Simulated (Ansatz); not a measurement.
Relaxed BaSnO3 (cubic perovskite):

```xyz
5
Lattice="4.1762 0.0000 0.0000 0.0000 4.1762 0.0000 0.0000 0.0000 4.1762" Properties=species:S:1:pos:R:3 pbc="T T T"
Ba     0.0000     0.0000     0.0000
Sn     2.0881     2.0881     2.0881
O      0.0000     2.0881     2.0881
O      2.0881     2.0881     0.0000
O      2.0881     0.0000     2.0881
```

Method: PBE (plane waves to 420 eV, PAW, scalar-relativistic; Ansatz, an electronic-structure program). k mesh 7×7×7 (Γ-centred), Fermi-Dirac smearing 0.05 eV. BaSnO3 was relaxed with its symmetry unable to fall. The PAW data are Ansatz's earlier set.

One atom of the cell was then moved (with its periodic images), all else fixed, and the forces (eV/Å) came out as:

```
atom      Fx     Fy     Fz
----  ------  -----  -----
Ba1    0.126  0.000  0.000
Sn2    0.249  0.000  0.000
O3     1.136  0.000  0.000
O4    -0.114  0.000  0.000
O5    -1.396  0.000  0.000
```

### Question
Which atom was moved, and by which vector (Å)?

### Answer
O5, by (0.42, 0.00, 0.00), 0.42 Å in all.

(A displaced cell: forces are minus the slopes of the energy, force constants its curvatures, and phonons follow from these.)
